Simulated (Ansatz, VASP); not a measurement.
## One calculation of Ge, two programs

```
Ge
1.0
     4.93094    0.00000    0.00000
    -2.46547    4.27032    0.00000
     0.00000    0.00000    2.76943
Ge
3
Direct
  0.00000 0.00000 0.00000
  0.33333 0.66667 0.50000
  0.66667 0.33333 0.50000
```

This isn't the form of Ge at room conditions, which is diamond.

Alike in both runs: task single point; functional PBE; k mesh 8 × 8 × 10; occupations fermi-dirac, width 0.08 eV; no spin polarisation.

|  | VASP | Ansatz |
| --- | --- | --- |
| version | VASP 6.6.1 | Ansatz 0.2.0 |
| potentials or method | VASP PAW PBE potentials, release 64 (Ge_d), cutoff 520 eV | all-electron LAPW, scalar-relativistic |

|  | VASP | Ansatz | Ansatz less VASP |
| --- | --- | --- | --- |
| pressure (GPa) | 0.0 | 0.0 | +0.03 |

Ansatz ran all-electron here, so the differences hold the error of VASP's frozen core and of both bases.
